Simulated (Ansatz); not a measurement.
The system is WC.

```xyz
2
Lattice="0.0000 2.1927 2.1927 2.1927 0.0000 2.1927 2.1927 2.1927 0.0000" Properties=species:S:1:pos:R:3 pbc="T T T"
W     0.0000    0.0000    0.0000
C     2.1927    2.1927    2.1927
```

Measurements of this composition are mostly on another form, of space group No. 187.

Base run:

- Program: Ansatz 0.2.0
- Functional: PBEsol
- Potentials or basis: all-electron LAPW, inner shells corrected to Dirac's equation
- Cutoff: 336 eV (chosen from the basis error)
- Basis error allowed: 0.001 eV/atom
- k mesh: 10 × 10 × 10
- Occupations: fermi-dirac, width 0.05 eV
- Spin: no spin polarisation

Its results: pressure -10.1 GPa.

Question: After a change of settings the same cell gave: pressure 8.4 GPa. Which change was it?
A. potentials or basis from all-electron LAPW, inner shells corrected to Dirac's equation to all-electron PAW datasets made for the crystal
B. potentials or basis from all-electron LAPW, inner shells corrected to Dirac's equation to all-electron LAPW, scalar-relativistic
C. potentials or basis from all-electron LAPW, inner shells corrected to Dirac's equation to all-electron LAPW, non-relativistic
D. potentials or basis from all-electron LAPW, inner shells corrected to Dirac's equation to all-electron LAPW, scalar-relativistic; k mesh from 10 × 10 × 10 to 8 × 8 × 8

Answer: C.

Caveats: relativity is left out, which matters for the heavier elements (some runs).

The runs don't all hold the same shells in valence.
